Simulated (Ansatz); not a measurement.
# Si2Mo: a test of stability by relaxation

The task, for Si2Mo: disturb the structure and relax it again and break the symmetry and see whether a relaxation comes back.

Program: Ansatz 0.2.0. Level of theory: DFT PBEsol, scalar-relativistic, plane waves, PAW. These are calculated values, not measurements.

1 further run of the same task is left out (set aside as unsound or not needed).

### Step 1. The starting structure

The structure is tetragonal, space group I4/mmm (No. 139). Conventional cell: a = 3.190 Å, b = 3.190 Å, c = 7.821 Å, α = 90.00°, β = 90.00°, γ = 90.00°. Si (site symmetry 4mm) has 5 Si at 2.58 to 2.62 Å and 5 Mo at 2.60 to 2.62 Å as nearest neighbours. Around Mo (site symmetry 4/mmm) lie 10 Si at 2.60 to 2.62 Å.

As a file:

```cif
data_structure
_symmetry_space_group_name_H-M 'P 1'
_symmetry_Int_Tables_number 1
_cell_length_a 4.5146
_cell_length_b 4.5146
_cell_length_c 4.5146
_cell_angle_alpha 138.621
_cell_angle_beta 138.621
_cell_angle_gamma 59.953
_cell_volume 39.80
loop_
_atom_site_label
_atom_site_type_symbol
_atom_site_fract_x
_atom_site_fract_y
_atom_site_fract_z
_atom_site_occupancy
Si1 Si 0.33506 0.33506 0.00000 1
Si2 Si 0.66494 0.66494 0.00000 1
Mo1 Mo 0.00000 0.00000 0.00000 1
```

It is the result of an earlier relaxation at this level (volume 13.27 Å³/atom; gap on the mesh: none (metal)).

### Step 2. The undisturbed cell

input.yaml

```yaml
crystal:
  lattice:
    - [-1.5950350863, 1.5950350863, 3.9106920024]
    - [1.5950350863, -1.5950350863, 3.9106920024]
    - [1.5950350863, 1.5950350863, -3.9106920024]
  atoms:
    - { symbol: Si, position: [0.3350596646, 0.3350596646, 0.0] }
    - { symbol: Si, position: [0.6649403354, 0.6649403354, 0.0] }
    - { symbol: Mo, position: [0.0, 0.0, 0.0] }
basis:
  ecutwfc: 420
kpoints:
  mp_grid: { grid: [14, 14, 14] }
hamiltonian:
  xc: pbesol
scf:
  occupations: { method: gaussian, width: 0.15 }
output:
  forces: true
  stress: true
  eigenvalues: true
```

Run with:

```bash
> ansatz run input.yaml --threads 1 --pin off --max-ram 2560MiB --backend cpu --events-out ev --progress --plain --runs-dir out
```

Standard output, shortened:

```text
Warning: RAYON_NUM_THREADS=1 ignored (pool sized by the plan → 1); use --threads N
[...]
Pseudopotentials: kind: paw
Pseudopotential: Si, paw, valence charge 4, recommended cutoff 420 eV (normal), Si.paw.azcp
Pseudopotential: Mo, paw, valence charge 14, recommended cutoff 420 eV (normal), Mo.paw.azcp
Functional definition: PBEsol
[...]
Crystal: 3 atoms, lattice volume = 39.797 Å³
Basis set: ecut = 420 eV, 769 PW (Γ), FFT grids on a1+a3, a2+a3, a3, exchange–correlation on 48×48×64 points (8 copies of the dense FFT grid, shifted against one another)
Bands: 15, of which v1, the nominal top of the filled ones, is band 11 counted from 1 (10 counted from 0)
Symmetry: 16 space group operations
Space group: I4/mmm (ITA 139), of the structure as read, at distance tolerance 3.4e-5 Å
k-points: 244 of 2744
[...]
SCF iter   1: F=—  HF=-6142.269643 eV  |F-HF|=—  |Δ(HF+E_count)|=         —  Δρ=5.26e-3  dr2=7.97e-3  ethr=1.77e-3  ⟨swp⟩=5.0  Hψ=20509  notcnv=0
[...]
SCF iter   6: F=-6142.267690 eV  HF=-6142.267690 eV  |F-HF|=1.28e-9  |Δ(HF+E_count)|=   2.37e-8  Δρ=3.05e-6  dr2=2.88e-9  ethr=4.55e-10  ⟨swp⟩=4.8  Hψ=14817  notcnv=0
[...]
SCF converged after 6 iterations
Free energy (F): -6142.267690 eV
[...]
E sigma→0 (E₀):  -6142.266191 eV
Entropy (-TS):   -0.002998 eV (-0.999 meV/atom)
Fermi energy:    16.086701 eV
[...]
--- Forces (eV/Å), atoms counted from 1 ---
  atom   1  Si    -0.00000000     0.00000000     0.00259132
  atom   2  Si     0.00000000     0.00000000    -0.00259132
  atom   3  Mo    -0.00000000     0.00000000    -0.00000000
[...]
--- Stress (GPa, compression-positive) ---
        0.012274       0.000000      -0.000000
        0.000000       0.012274       0.000000
        0.000000       0.000000      -0.031178
  P = ⅓ Tr σ = -0.0022 GPa (-0.022 kbar)
--- Band table (eV; the first three rows and the last of 244) ---
  k-point 0: bands = ["-44.5262", "-18.7147", "-18.6272", "-18.6272", "2.5864", "9.6193", "12.6850", "12.9462", "13.4450", "13.4450", "16.4670", "19.2214", "19.3153", "19.6400", "19.6400"]
[...]
```

Wall time 6.8 s (1 thread of Arm Neoverse V2, shared host); peak memory 0.39 GiB.

The reference gives a free energy of -6142.2677 eV, pressure 0.00 GPa, largest force 0.003 eV/Å and gap on the mesh none (metal).

### Step 3. The disturbance

All atoms moved at random, sigma 0.02 Å a component, cell strained at random, sigma 0.03. Displacements in the unstrained cell, with the mean shift removed:

```tsv
atom	ux (Å)	uy (Å)	uz (Å)
Si1	-0.016	0.026	0.005
Si2	0.018	0.003	0.010
Mo3	-0.002	-0.029	-0.014
```

Strain (xx, yy, zz, yz, xz, xy; engineering shear): (0.0093, 0.0159, 0.0091, 0.0101, -0.0076, 0.0112).

### Step 4. The disturbed cell, one point

input.yaml

```yaml
crystal:
  lattice:
    - [-1.6157626185, 1.6310631162, 3.9601595299]
    - [1.586064649, -1.5917481067, 3.932011539]
    - [1.6336673982, 1.6096528864, -3.9441243066]
  atoms:
    - { symbol: Si, position: [0.3438507145, 0.3306014684, 0.0031021449] }
    - { symbol: Si, position: [0.6671486302, 0.6718181892, 0.006635575] }
    - { symbol: Mo, position: [-0.0109993447, -0.0024196577, -0.0097377199] }
basis:
  ecutwfc: 420
kpoints:
  mp_grid: { grid: [14, 14, 14] }
hamiltonian:
  xc: pbesol
scf:
  occupations: { method: gaussian, width: 0.15 }
output:
  forces: true
  stress: true
  eigenvalues: true
```

Run with:

```bash
> ansatz run input.yaml --threads 1 --pin off --max-ram 2560MiB --backend cpu --events-out ev --progress --plain --runs-dir out
```

Standard output, shortened:

```text
Warning: RAYON_NUM_THREADS=1 ignored (pool sized by the plan → 1); use --threads N
[...]
[... 4 set-up lines as earlier in the session ...]
[...]
Crystal: 3 atoms, lattice volume = 41.172 Å³
Basis set: ecut = 420 eV, 813 PW (Γ), FFT grids on a1+a3, a2+a3, −a2, exchange–correlation on 48×48×64 points (8 copies of the dense FFT grid, shifted against one another)
Bands: 15, of which v1, the nominal top of the filled ones, is band 11 counted from 1 (10 counted from 0)
Symmetry: 1 space group operations
Space group: P1 (ITA 1), of the structure as read, at distance tolerance 3.5e-5 Å
k-points: 1376 of 2744 (time reversal used)
[...]
SCF iter   1: F=—  HF=-6142.215475 eV  |F-HF|=—  |Δ(HF+E_count)|=         —  Δρ=5.12e-3  dr2=7.20e-3  ethr=1.77e-3  ⟨swp⟩=5.0  Hψ=115672  notcnv=0
[...]
SCF iter   6: F=-6142.213865 eV  HF=-6142.213865 eV  |F-HF|=9.55e-10  |Δ(HF+E_count)|=   2.35e-8  Δρ=2.96e-6  dr2=2.73e-9  ethr=4.55e-10  ⟨swp⟩=4.7  Hψ=81508  notcnv=0
[...]
SCF converged after 6 iterations
Free energy (F): -6142.213865 eV
[...]
E sigma→0 (E₀):  -6142.212332 eV
Entropy (-TS):   -0.003066 eV (-1.022 meV/atom)
Fermi energy:    15.445394 eV
[...]
--- Forces (eV/Å), atoms counted from 1 ---
  atom   1  Si     0.17260257    -0.31940550    -0.00660434
  atom   2  Si    -0.16827668    -0.06016785    -0.24582822
  atom   3  Mo    -0.00432545     0.37957516     0.25243219
[...]
--- Stress (GPa, compression-positive) ---
       -5.875611      -2.010150       1.295270
       -2.010150      -7.732606      -1.654592
        1.295270      -1.654592      -6.544167
  P = ⅓ Tr σ = -6.7175 GPa (-67.175 kbar)
--- Band table (eV; the first three rows and the last of 1376) ---
  k-point 0: bands = ["-45.2016", "-19.3693", "-19.3050", "-19.2870", "2.2144", "9.2154", "12.0406", "12.4751", "12.7968", "12.9862", "15.8001", "18.3420", "18.6315", "18.9030", "19.0475"]
[...]
```

Wall time 69 s (1 thread of Arm Neoverse V2, shared host); peak memory 1.1 GiB.

### Step 5. The disturbance

Atom 1 moved 0.15 Å. Displacements in the unstrained cell, with the mean shift removed:

```tsv
atom	ux (Å)	uy (Å)	uz (Å)
Si1	-0.088	-0.023	0.042
Si2	0.044	0.012	-0.021
Mo3	0.044	0.012	-0.021
```

### Step 6. The disturbed cell, one point

input.yaml

```yaml
crystal:
  lattice:
    - [-1.5950350863, 1.5950350863, 3.9106920024]
    - [1.5950350863, -1.5950350863, 3.9106920024]
    - [1.5950350863, 1.5950350863, -3.9106920024]
  atoms:
    - { symbol: Si, position: [0.3331218808, 0.3129316905, -0.0348022193] }
    - { symbol: Si, position: [0.6659092273, 0.6760043225, 0.0174011096] }
    - { symbol: Mo, position: [0.0009688919, 0.0110639871, 0.0174011096] }
basis:
  ecutwfc: 420
kpoints:
  mp_grid: { grid: [14, 14, 14] }
hamiltonian:
  xc: pbesol
scf:
  occupations: { method: gaussian, width: 0.15 }
output:
  forces: true
  stress: true
  eigenvalues: true
```

Run with:

```bash
> ansatz run input.yaml --threads 1 --pin off --max-ram 2560MiB --backend cpu --events-out ev --progress --plain --runs-dir out
```

Standard output, shortened:

```text
Warning: RAYON_NUM_THREADS=1 ignored (pool sized by the plan → 1); use --threads N
[...]
[... 4 set-up lines as earlier in the session ...]
[...]
Crystal: 3 atoms, lattice volume = 39.797 Å³
Basis set: ecut = 420 eV, 769 PW (Γ), FFT grids on a1+a3, a2+a3, a3, exchange–correlation on 48×48×64 points (8 copies of the dense FFT grid, shifted against one another)
Bands: 15, of which v1, the nominal top of the filled ones, is band 11 counted from 1 (10 counted from 0)
[... 1 set-up line as earlier in the session ...]
Space group: P1 (ITA 1), of the structure as read, at distance tolerance 3.4e-5 Å
k-points: 1376 of 2744 (time reversal used)
[...]
SCF iter   1: F=—  HF=-6142.162109 eV  |F-HF|=—  |Δ(HF+E_count)|=         —  Δρ=4.86e-3  dr2=6.68e-3  ethr=1.77e-3  ⟨swp⟩=5.0  Hψ=116221  notcnv=0
[...]
SCF iter   6: F=-6142.160642 eV  HF=-6142.160642 eV  |F-HF|=9.59e-10  |Δ(HF+E_count)|=   1.84e-8  Δρ=2.79e-6  dr2=2.38e-9  ethr=4.55e-10  ⟨swp⟩=4.5  Hψ=76661  notcnv=0
[...]
SCF converged after 6 iterations
Free energy (F): -6142.160642 eV
[...]
E sigma→0 (E₀):  -6142.159283 eV
Entropy (-TS):   -0.002719 eV (-0.906 meV/atom)
Fermi energy:    16.067541 eV
[...]
--- Forces (eV/Å), atoms counted from 1 ---
  atom   1  Si     1.15039739     0.32645900    -0.90992313
  atom   2  Si    -0.36604525    -0.10279649     0.34914491
  atom   3  Mo    -0.78435466    -0.22366339     0.56077866
[...]
--- Stress (GPa, compression-positive) ---
        1.311616       0.710541      -1.558606
        0.710541       2.144462      -0.454850
       -1.558605      -0.454850       2.209406
  P = ⅓ Tr σ = 1.8885 GPa (18.885 kbar)
--- Band table (eV; the first three rows and the last of 1376) ---
  k-point 0: bands = ["-44.5226", "-18.7171", "-18.6465", "-18.6183", "2.6174", "9.4892", "12.6640", "12.8136", "13.4758", "13.5639", "16.3613", "19.0407", "19.3076", "19.5010", "19.7702"]
[...]
```

Wall time 65 s (1 thread of Arm Neoverse V2, shared host); peak memory 1.1 GiB.

### Step 7. Relaxing from there

input.yaml: that of step 6 with these lines changed.

```diff
@@ -21 +21,5 @@
   eigenvalues: true
+relax:
+  adjacent_minimum: "off"
+  f_tol: 0.01
+  max_steps: 80
```

Run with:

```bash
> ansatz run input.yaml --threads 1 --pin off --max-ram 2560MiB --backend cpu --events-out ev --progress --plain --runs-dir out
```

Standard output, shortened:

```text
Warning: output.stress: scf.convergence.dr2_threshold = 1e-7 eV (the SCF's general default) is looser than the 3e-10 eV advised for a printed stress (1e-10 eV for each atom of the cell: 3). What an SCF threshold leaves in a stress goes as its square root, and in the free energy as the [...]
Warning: RAYON_NUM_THREADS=1 ignored (pool sized by the plan → 1); use --threads N
[...]
[... 4 set-up lines as earlier in the session ...]
[...]
Crystal: 3 atoms, lattice volume = 39.797 Å³
Basis set: ecut = 420 eV, 769 PW (Γ), FFT grids on a1+a3, a2+a3, a3, exchange–correlation on 48×48×64 points (8 copies of the dense FFT grid, shifted against one another)
Bands: 15, of which v1, the nominal top of the filled ones, is band 11 counted from 1 (10 counted from 0)
[... 1 set-up line as earlier in the session ...]
[...]
Entropy (-TS):   -0.002996 eV (-0.999 meV/atom)
Fermi energy:    16.086591 eV
[...]
--- Forces (eV/Å), atoms counted from 1 ---
  atom   1  Si     0.00332860     0.00112344    -0.00149984
  atom   2  Si    -0.00123966    -0.00047706     0.00100148
  atom   3  Mo    -0.00208143    -0.00064405     0.00049689
[...]
--- Stress (GPa, compression-positive) ---
        0.014982       0.000027      -0.002492
        0.000027       0.015040      -0.000875
       -0.002490      -0.000875      -0.025763
  P = ⅓ Tr σ = 0.0014 GPa (0.014 kbar)
--- Band table (eV; the first three rows and the last of 1376) ---
  k-point 0: bands = ["-44.5263", "-18.7146", "-18.6274", "-18.6274", "2.5867", "9.6185", "12.6851", "12.9456", "13.4454", "13.4454", "16.4663", "19.2224", "19.3162", "19.6385", "19.6385"]
[...]
--- Relaxed structure (4 steps of the walk, 4 accepted, 0 SCFs on fresh bases) ---
  F+E_penalty+E_count = -6142.26768923 eV   max|allowed force component| = 3.326e-3 eV/Å
  atoms:
    - { symbol: Si, position: [0.335057742224408, 0.33500254885847985, -0.00011209060040367866] }
    - { symbol: Si, position: [0.6649319242876323, 0.6649573905302177, 5.570947798476333e-5] }
    - { symbol: Mo, position: [1.033348795990113e-5, 4.006071130263081e-5, 5.6381022418919485e-5] }
```

Run time: 4.9 min. Hardware: 1 thread of Arm Neoverse V2, shared host; peak memory 1.2 GiB.

Step by step:

| step | energy from step 1 (eV/cell) | largest force component (eV/Å) |
| --- | --- | --- |
| 1 | 0.0000 | 1.1504 |
| 2 | -0.0951 | 0.4065 |
| 3 | -0.1070 | 0.0034 |
| 4 | -0.1070 | 0.0033 |

Step 1 is the start.

### Step 8. Breaking the symmetry

All atoms moved at random, sigma 0.1 Å a component, cell strained at random, sigma 0.03. Displacements in the unstrained cell, with the mean shift removed:

```tsv
atom	ux (Å)	uy (Å)	uz (Å)
Si1	0.032	-0.258	-0.049
Si2	0.053	0.114	0.039
Mo3	-0.085	0.144	0.010
```

Strain (xx, yy, zz, yz, xz, xy; engineering shear): (-0.0217, -0.0543, 0.0218, 0.0054, -0.0216, 0.0449).

### Step 9. The disturbed cell, one point

input.yaml

```yaml
crystal:
  lattice:
    - [-1.5667287244, 1.4832680247, 4.0175780842]
    - [1.4824015302, -1.4621597934, 3.9745746457]
    - [1.6382838136, 1.5337148826, -4.0089687717]
  atoms:
    - { symbol: Si, position: [0.2479256484, 0.338679658, -0.070957267] }
    - { symbol: Si, position: [0.7057462565, 0.6866257794, 0.0525598715] }
    - { symbol: Mo, position: [0.0463280951, -0.0253054375, 0.0183973956] }
basis:
  ecutwfc: 420
kpoints:
  mp_grid: { grid: [14, 14, 14] }
hamiltonian:
  xc: pbesol
scf:
  occupations: { method: gaussian, width: 0.15 }
output:
  forces: true
  stress: true
  eigenvalues: true
```

Run with:

```bash
> ansatz run input.yaml --threads 1 --pin off --max-ram 2560MiB --backend cpu --events-out ev --progress --plain --runs-dir out
```

Standard output, shortened:

```text
Warning: RAYON_NUM_THREADS=1 ignored (pool sized by the plan → 1); use --threads N
[...]
[... 4 set-up lines as earlier in the session ...]
[...]
Crystal: 3 atoms, lattice volume = 37.598 Å³
Basis set: ecut = 420 eV, 747 PW (Γ), FFT grids on a1+a3, a2+a3, −a2, exchange–correlation on 48×48×60 points (8 copies of the dense FFT grid, shifted against one another)
Bands: 15, of which v1, the nominal top of the filled ones, is band 11 counted from 1 (10 counted from 0)
[... 2 set-up lines as earlier in the session ...]
k-points: 1376 of 2744 (time reversal used)
[...]
SCF iter   1: F=—  HF=-6141.095853 eV  |F-HF|=—  |Δ(HF+E_count)|=         —  Δρ=6.42e-3  dr2=1.16e-2  ethr=1.77e-3  ⟨swp⟩=5.0  Hψ=117383  notcnv=0
[...]
SCF iter   6: F=-6141.092523 eV  HF=-6141.092523 eV  |F-HF|=2.40e-9  |Δ(HF+E_count)|=   6.03e-8  Δρ=4.75e-6  dr2=6.05e-9  ethr=4.55e-10  ⟨swp⟩=5.1  Hψ=91158  notcnv=0
[...]
SCF converged after 6 iterations
Free energy (F): -6141.092523 eV
[...]
E sigma→0 (E₀):  -6141.089826 eV
Entropy (-TS):   -0.005394 eV (-1.798 meV/atom)
Fermi energy:    17.314013 eV
[...]
--- Forces (eV/Å), atoms counted from 1 ---
  atom   1  Si    -1.64837108     3.82962669    -0.12693938
  atom   2  Si    -0.79058820    -1.21791126    -1.23139856
  atom   3  Mo     2.43896486    -2.61172568     1.35833961
[...]
--- Stress (GPa, compression-positive) ---
       30.751163     -14.220556       9.171974
      -14.220556      29.483612      -2.428977
        9.171975      -2.428977       9.548980
  P = ⅓ Tr σ = 23.2613 GPa (232.613 kbar)
--- Band table (eV; the first three rows and the last of 1376) ---
  k-point 0: bands = ["-43.3074", "-17.6817", "-17.4405", "-17.2435", "3.0154", "10.4609", "12.9845", "13.6937", "13.9718", "15.2737", "17.9920", "19.3055", "20.1422", "20.9608", "21.7626"]
[...]
```

Wall time 65 s (1 thread of Arm Neoverse V2, shared host); peak memory 1.1 GiB.

### Step 10. Relaxation of the disturbed structure

input.yaml: that of step 9 with these lines changed.

```diff
@@ -21 +21,5 @@
   eigenvalues: true
+relax:
+  adjacent_minimum: "off"
+  f_tol: 0.01
+  max_steps: 80
```

Run with:

```bash
> ansatz run input.yaml --threads 1 --pin off --max-ram 2560MiB --backend cpu --events-out ev --progress --plain --runs-dir out
```

Standard output, shortened:

```text
Warning: output.stress: scf.convergence.dr2_threshold = 1e-7 eV (the SCF's general default) is looser than the 3e-10 eV advised for a printed stress (1e-10 eV for each atom of the cell: 3). What an SCF threshold leaves in a stress goes as its square root, and in the free energy as the [...]
Warning: RAYON_NUM_THREADS=1 ignored (pool sized by the plan → 1); use --threads N
[...]
[... 4 set-up lines as earlier in the session ...]
[...]
Crystal: 3 atoms, lattice volume = 37.598 Å³
Basis set: ecut = 420 eV, 747 PW (Γ), FFT grids on a1+a3, a2+a3, −a2, exchange–correlation on 48×48×60 points (8 copies of the dense FFT grid, shifted against one another)
Bands: 15, of which v1, the nominal top of the filled ones, is band 11 counted from 1 (10 counted from 0)
[... 1 set-up line as earlier in the session ...]
[...]
Entropy (-TS):   -0.003782 eV (-1.261 meV/atom)
Fermi energy:    17.323526 eV
[...]
--- Forces (eV/Å), atoms counted from 1 ---
  atom   1  Si     0.00169529    -0.00161784     0.00142947
  atom   2  Si    -0.00118453     0.00095244    -0.00199802
  atom   3  Mo    -0.00051081     0.00066584     0.00056753
[...]
--- Stress (GPa, compression-positive) ---
       16.749098     -11.281238       5.410292
      -11.281238      27.312541      -1.785423
        5.410292      -1.785423      -1.443508
  P = ⅓ Tr σ = 14.2060 GPa (142.060 kbar)
--- Band table (eV; the first three rows and the last of 1376) ---
  k-point 0: bands = ["-43.3061", "-17.5846", "-17.4268", "-17.3004", "3.1825", "10.2920", "13.0903", "13.7257", "14.2362", "15.1997", "17.9378", "20.0096", "21.0510", "21.2336", "21.3691"]
[...]
--- Relaxed structure (7 steps of the walk, 7 accepted, 0 SCFs on fresh bases) ---
  F+E_penalty+E_count = -6141.96984704 eV   max|allowed force component| = 1.998e-3 eV/Å
  atoms:
    - { symbol: Si, position: [0.33504360463400196, 0.333233676102893, -0.00037962707840702003] }
    - { symbol: Si, position: [0.6649702886544584, 0.6667632847983016, 0.00038288131337308427] }
    - { symbol: Mo, position: [-1.3893288460496443e-5, 3.038998805589136e-6, -3.2541349660101135e-6] }
```

It took 7.5 min on 1 thread of Arm Neoverse V2, shared host; peak memory 1.1 GiB.

The steps of the relaxation:

```csv
step,E - E(step 1) (eV/cell),largest force component (eV/Å)
1,0.0000,3.8296
2,-0.7117,1.6972
3,-0.8771,0.0511
4,-0.8771,0.0511
5,-0.8773,0.0321
6,-0.8773,0.0020
7,-0.8773,0.0020
```

Step 1 is the start.

### Step 11. Results

| quantity | value |
| --- | --- |
| cost of the disturbance (test of stability by relaxation, step 5) | 35.7 meV/atom |
| end of the relaxation, from the reference (test of stability by relaxation, step 5) | +0.0 meV/atom |
| final space group (test of stability by relaxation, step 5) | I4/mmm (tolerance 0.05 Å; reference I4/mmm) |
| cost of the disturbance (test of stability by relaxation, step 8) | 391.7 meV/atom |
| end of the relaxation, from the reference (test of stability by relaxation, step 8) | +99.3 meV/atom |
| final space group (test of stability by relaxation, step 8) | P-1 (tolerance 0.05 Å; reference I4/mmm) |

**Reading.** Test of stability by relaxation, step 5: the relaxation returns to the undisturbed structure, within 1.5 meV/atom: a sign of a true local minimum against this disturbance. Test of stability by relaxation, step 8: it ends 99.3 meV/atom above the reference, since the strained cell was held fixed.
